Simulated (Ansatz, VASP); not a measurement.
# One calculation of SrTiO3, two programs

```
Sr Ti O
1.0
    -2.74367    2.74367    3.90407
     2.74367   -2.74367    3.90407
     2.74367    2.74367   -3.90407
Sr Ti O
2 2 6
Direct
  0.75000 0.25000 0.50000
  0.25000 0.75000 0.50000
  0.00000 0.00000 0.00000
  0.50000 0.50000 0.00000
  0.25000 0.25000 0.00000
  0.75000 0.75000 0.00000
  0.77451 0.27451 0.04902
  0.22549 0.72549 0.95098
  0.27451 0.22549 0.50000
  0.72549 0.77451 0.50000
```

Alike in both runs: functional PBEsol; k mesh 6 × 6 × 6; no spin polarisation.

Ansatz relaxed the structure, and its values are those at the end. VASP's run is a single point on that final structure, the one shown.

```csv
,VASP,Ansatz
version,VASP 6.6.1,Ansatz 0.2.0
potentials or method,"VASP PAW PBE potentials, release 64 (Sr_sv, Ti_sv, O)","scalar-relativistic, plane waves, PAW"
plane-wave cutoff (eV),520,560
occupations,"gaussian, width 0.01 eV",fixed
valence electrons in the cell,80,80
```

Ansatz gave:

| Item | Value |
| --- | --- |
| gap on the k mesh at the Fermi level (eV) | 1.97 |
| least direct gap on the mesh (eV) | 1.98 |
| pressure (GPa) | 0.0 |

Q: What did VASP give for the same quantities?

A: gap on the k mesh at the Fermi level (eV): 1.94; least direct gap on the mesh (eV): 1.95; pressure (GPa): 0.7.

Caveats: the PAW data sets were made with another functional, which shifts forces and pressure a little (VASP). A k mesh can miss the band edges.
